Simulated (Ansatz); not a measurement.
# Si (Fd-3m): energy against volume by PBE and RPA

```cif
data_structure
_symmetry_space_group_name_H-M 'P 1'
_symmetry_Int_Tables_number 1
_cell_length_a 3.8403
_cell_length_b 3.8403
_cell_length_c 3.8403
_cell_angle_alpha 60.000
_cell_angle_beta 60.000
_cell_angle_gamma 60.000
_cell_volume 40.05
loop_
_atom_site_label
_atom_site_type_symbol
_atom_site_fract_x
_atom_site_fract_y
_atom_site_fract_z
_atom_site_occupancy
Si1 Si 0.00000 0.00000 0.00000 1
Si2 Si 0.25000 0.25000 0.25000 1
```

RPA total energy on PBE orbitals, norm-conserving pseudopotentials (Ansatz); 4×4×4 mesh, wave cutoff 490 eV, correlation extrapolated to infinite response cutoff from cutoffs up to 160 eV, 8 electrons, all correlated, long-wavelength term: neglected, core-valence exchange-correlation kept as a semilocal term.

A Birch-Murnaghan fit gives PBE: V0 = 20.58 Å³ an atom (lattice constants +0.9 % against the given cell), B0 = 89 GPa.

**Question.** What does RPA on these orbitals give?

**Answer.** RPA: V0 = 19.79 Å³ an atom (lattice constants -0.4 % against the given cell), B0 = 102 GPa. The points for the whole cell, counted from the given cell:

```csv
V/V_given,V (Å³),PBE (meV),Hartree-Fock expression on these orbitals (meV),RPA (meV)
0.92,36.84,144,150,66
0.96,38.45,47,46,10
1.00,40.05,0,0,0
1.04,41.65,-7,1,30
1.08,43.25,18,41,92
```

With norm-conserving pseudopotentials the core–valence exchange is only approximate, which can shift gaps by tenths of an eV and RPA lattice constants by most of a per cent. The mesh is coarse, so these are values at the stated settings, not converged ones.
